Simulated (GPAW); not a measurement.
# Dielectric function and optical constants of BN (Qingsongite)

Aim: the dielectric function of BN (Qingsongite), and the optical constants that follow from it.

Main program and level: GPAW 26.7.0; DFT, LDA, plane-wave PAW (GPAW data sets), scalar-relativistic, RPA, optical limit.

## (1) The structure

Symmetry: F-43m, No. 216, cubic system. Conventional cell: a = 3.615 Å, b = 3.615 Å, c = 3.615 Å, α = 90.00°, β = 90.00°, γ = 90.00°. Nearest to N lie 4 B at 1.57 Å. B has 4 N at 1.57 Å nearest. Farther neighbours and most contacts between anions are not listed.

As a file:

```cif
data_structure
_symmetry_space_group_name_H-M 'P 1'
_symmetry_Int_Tables_number 1
_cell_length_a 2.5562
_cell_length_b 2.5562
_cell_length_c 2.5562
_cell_angle_alpha 60.000
_cell_angle_beta 60.000
_cell_angle_gamma 60.000
_cell_volume 11.81
loop_
_atom_site_label
_atom_site_type_symbol
_atom_site_fract_x
_atom_site_fract_y
_atom_site_fract_z
_atom_site_occupancy
N1 N 0.75000 0.75000 0.75000 1
B2 B 0.00000 0.00000 0.00000 1
```

## (2) Ground state

First the ground state: is it a metal or has it a gap?

This step: DFT, LDA, plane-wave PAW (GPAW data sets), scalar-relativistic, ground state (GPAW 26.7.0).

The input, gs.py:

```python
from ase import Atoms
from ase.dft.bandgap import bandgap
from gpaw import GPAW, PW, FermiDirac

atoms = Atoms(['N', 'B'],
              cell=[[0.000000000000, 1.807500000000, 1.807500000000],
                    [1.807500000000, 0.000000000000, 1.807500000000],
                    [1.807500000000, 1.807500000000, 0.000000000000]],
              scaled_positions=[[0.750000000000, 0.750000000000, 0.750000000000],
                                [0.000000000000, 0.000000000000, 0.000000000000]],
              pbc=[True, True, True])
atoms.calc = GPAW(mode=PW(500), xc='LDA', kpts={'size': (11, 11, 11), 'gamma': True},
                  occupations=FermiDirac(0.05), maxiter=150, txt='gs.txt')
print('energy (eV)', atoms.get_potential_energy())
print('Fermi level (eV)', atoms.calc.get_fermi_level())
print('valence electrons', atoms.calc.get_number_of_electrons())
print('gap (eV)', bandgap(atoms.calc, output=None)[0])
print('direct gap (eV)', bandgap(atoms.calc, direct=True, output=None)[0])
atoms.calc.write('gs.gpw')
```

Launch:

```console
$ OMP_NUM_THREADS=1 python gs.py
```

The input, nscf.py:

```python
from ase.dft.bandgap import bandgap
from gpaw import GPAW, FermiDirac

calc = GPAW('gs.gpw').fixed_density(kpts={'size': (24, 24, 24), 'gamma': True}, nbands=20, convergence={'bands': 14},
                                    occupations=FermiDirac(0.001), txt='nscf.txt')
print('gap (eV)', bandgap(calc, output=None)[0])
print('direct gap (eV)', bandgap(calc, direct=True, output=None)[0])
print('top band over the Fermi level (eV)', min(calc.get_eigenvalues(kpt=k)[13] for k in range(len(calc.get_ibz_k_points()))) - calc.get_fermi_level())
calc.write('full.gpw', mode='all')
```

The input, df.py:

```python
from gpaw.response.df import DielectricFunction

df = DielectricFunction('full.gpw', frequencies={'type': 'nonlinear', 'domega0': 0.03, 'omega2': 8},
                        ecut=50,
                        eta=0.15,
                        nbands=14,
                        txt='df.txt')
for direction in ['x']:
    df.get_dielectric_function(xc='RPA', direction=direction, filename=f'df_{direction}.csv')
```

What does the calculation give for the electronic dielectric constant ε∞, mean over x, y and z (RPA)?

At this level (LDA, RPA) BN has ε∞ = 4.58 and n = 2.14 at 1550 nm, and Im ε peaks at 12.0 eV. On the mesh the gap is 4.29 eV and the least direct gap 8.66 eV, so on this mesh the band edges lie at different points. Local fields change the static value along x from 4.76 to 4.58 (-4 %).

```
electronic dielectric constant ε∞, mean over x, y and z (by symmetry where fewer were run) (RPA) : 4.58
main peak of Im epsilon, first axis                                                              : 12.0 eV
```

Distinct maxima of Im ε, read by a parabola through the highest points, lie at 11.99 eV (14) and 14.49 eV (6.5). Excitons and phonon-assisted transitions are missing; LDA gaps are as a rule too small, which pulls the onset down and ε∞ up. The sum runs over mesh points, so small or evenly spaced maxima can still be ripples of the mesh.

[Machine, clock and banner lines and Python warnings are left out of the logs.]

[Logs are printed without paths, hosts, clocks, repeated set-up lines and the standing remarks that a program may print on its own settings, such as how far it seeks lower states.]

[Hosts, paths, dates, database ids (printed as entryN), source tags and the programs' standing remarks are cut or masked in the printed files.]
